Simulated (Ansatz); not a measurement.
**BaTe: convergence with LAPW's basis error target**

The task here is to estimate one member of a computed series from the others.

Method: DFT, PBE, all-electron LAPW, scalar-relativistic, in Ansatz 0.2.0.

1 further run of the same task is left out (set aside as unsound or not needed).

## Starting point

The structure is cubic, space group Fm-3m (No. 225). Conventional cell: a = 7.064 Å, b = 7.064 Å, c = 7.064 Å, α = 90.00°, β = 90.00°, γ = 90.00°. Ba (site symmetry m-3m) is surrounded by 6 Te at 3.53 Å. Te (site symmetry m-3m) is surrounded by 6 Ba at 3.53 Å.

As a file:

```
Ba Te
1.0
     0.00000    3.53194    3.53194
     3.53194    0.00000    3.53194
     3.53194    3.53194    0.00000
Ba Te
1 1
Direct
  0.00000 0.00000 0.00000
  0.50000 0.50000 0.50000
```

The cell was relaxed by PAW from a hypothetical start (rocksalt type); it needn't be the stable phase of this composition.

Atoms are numbered in the order of the input: Ba1, Te2.

Set-up of the first run:

Input file input.yaml:

```yaml
crystal:
  lattice:
    - [0.0, 3.5319393765, 3.5319393765]
    - [3.5319393765, 0.0, 3.5319393765]
    - [3.5319393765, 3.5319393765, 0.0]
  atoms:
    - { symbol: Ba, position: [0.0, 0.0, 0.0] }
    - { symbol: Te, position: [0.5, 0.5, 0.5] }
kpoints:
  mp_grid: { grid: [9, 9, 9] }
scf:
  occupations: { method: fermi_dirac, width: 0.03 }
hamiltonian:
  xc: pbe
  pseudopotentials: { kind: all_electron, lapw: { basis_error: 0.03 } }
output:
  forces: true
  stress: true
  eigenvalues: true
```

Run with:

```sh
$ ansatz run input.yaml --threads 1 --pin off --max-ram 2048MiB --backend cpu --events-out ev --progress --plain --runs-dir out
```

Among the steps run: With basis error target 0.03 eV/atom; With basis error target 0.01 eV/atom; With basis error target 0.003 eV/atom; With basis error target 0.0001 eV/atom.

One table of the session follows, with a row left open; its other results are not shown here.

```
basis error target (eV/atom)  pressure (GPa)
                        0.03            0.06
                        0.01               ?
                       0.003            0.01
                      0.0001            0.01
```

**Question.** Estimate the row for basis error target (eV/atom) = 0.01.

Worked estimate for «pressure (GPa)». A straight line through the neighbours (0.03, 0.06) and (0.003, 0.01) gives 0.06 + (0.01 − 0.06) × (0.01 − 0.03) / (0.003 − 0.03) = 0.02; a parabola fitted to 3 rows on both sides gives 0.01.

**Answer.** pressure (GPa): 0.03. In «pressure (GPa)» the line misses by -0.01 and the parabola by -0.02.

Energies are those extrapolated to zero smearing.
